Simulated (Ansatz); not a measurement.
How ZnO (P6_3mc) stiffens under pressure

```
CELL_PARAMETERS angstrom
3.23000 0.00000 0.00000
-1.61500 2.79726 0.00000
0.00000 0.00000 5.21436
ATOMIC_POSITIONS crystal
Zn 0.33333 0.66667 0.50004
Zn 0.66667 0.33333 0.00004
O 0.66667 0.33333 0.37897
O 0.33333 0.66667 0.87897
```

This is the zero-pressure cell. At each pressure cell and atoms are relaxed in this structure, and the constants are slopes of the stress at strains of ±0.005 with relaxed ions (the coefficients that govern stability under load). Level: PBEsol, PAW on Ansatz 0.2.0's default frozen-core files (fitted under PBE), scalar-relativistic; k mesh 8×8×4, strains of ±0.005, fixed occupations, cutoff 420 eV. P is the pressure of the relaxed cell, less that of this one.

| P (GPa) | V/V₀ | C11 (GPa) | C12 (GPa) | C13 (GPa) | C33 (GPa) | C44 (GPa) |
| --- | --- | --- | --- | --- | --- | --- |
| 0.00 | 1.0000 | 202.4 | 123.6 | 109.0 | 216.4 | 36.0 |
| 0.97 | 0.9934 | 205.9 | 128.7 | 114.0 | 219.8 | 35.4 |
| 2.00 | 0.9867 | 209.1 | 133.7 | 119.3 | 223.2 | 34.8 |
| 4.00 | ? | ? | ? | ? | ? | ? |
| 7.00 | 0.9571 | 222.6 | 157.7 | 144.3 | 236.7 | 30.9 |
| 10.00 | 0.9414 | 231.6 | 172.2 | 159.2 | 245.2 | 28.6 |
| 15.00 | 0.9180 | 246.3 | 196.3 | 184.1 | 258.8 | 24.5 |

Task: Does the bulk modulus from the constants agree with the pressure-volume curve?

Result: A third-order Birch-Murnaghan fit to the volumes shown (F against f, f = [(V₀/V)^(2/3) − 1]/2) gives B₀ = 145.2 GPa and B′ = 4.4. Its −V dP/dV stands beside the Reuss value 1/ΣS_ij (i, j ≤ 3):

| P (GPa) | from P(V) | from the constants |
| --- | --- | --- |
| 0.00 | 145.2 | 145.0 |
| 0.97 | 149.4 | 149.4 |
| 2.00 | 153.9 | 154.0 |
| 7.00 | 175.3 | 174.9 |
| 10.00 | 187.8 | 187.7 |
| 15.00 | 208.3 | 208.9 |

Task: What are the pressure derivatives at zero pressure?

Result: Slopes at V₀ of quadratic fits in −ln(V/V₀) through the first four rows shown, divided by B₀: dC11/dP = 3.6, dC12/dP = 5.1, dC13/dP = 5.2, dC33/dP = 3.6, dC44/dP = -0.6. The mean slopes up to 2.0 GPa are 3.3, 5.0, 5.1, 3.4, -0.6; curvature and scatter of the constants part the two.

Task: Fill the row at 4.00 GPa.

Result: Cubic fits in −ln(V/V₀) through all rows shown give C11 = 214.8, C12 = 143.4, C13 = 129.4, C33 = 228.9, C44 = 33.3 GPa. Computed: V/V₀ = 0.9743, C11 (GPa) = 214.5, C12 (GPa) = 143.4, C13 (GPa) = 129.4, C33 (GPa) = 229.1, C44 (GPa) = 33.3.

Task: Does a shear stiffness soften?

Result: C44 goes from 36.0 to 24.5 GPa; (C11 − C12)/2 goes from 39.4 to 25.0 GPa. C44 and (C11 − C12)/2 soften under pressure, though the lattice stays mechanically stable over this range.

Caveats: no other phase was computed; many crystals of this kind change structure within this range, and rows or crossings beyond such a change describe a metastable lattice; frozen-core PAW files fitted under PBE, their cores solved anew for the functional of the run; constants at zero field, no piezoelectric stiffening; phonons weren't checked at these pressures.
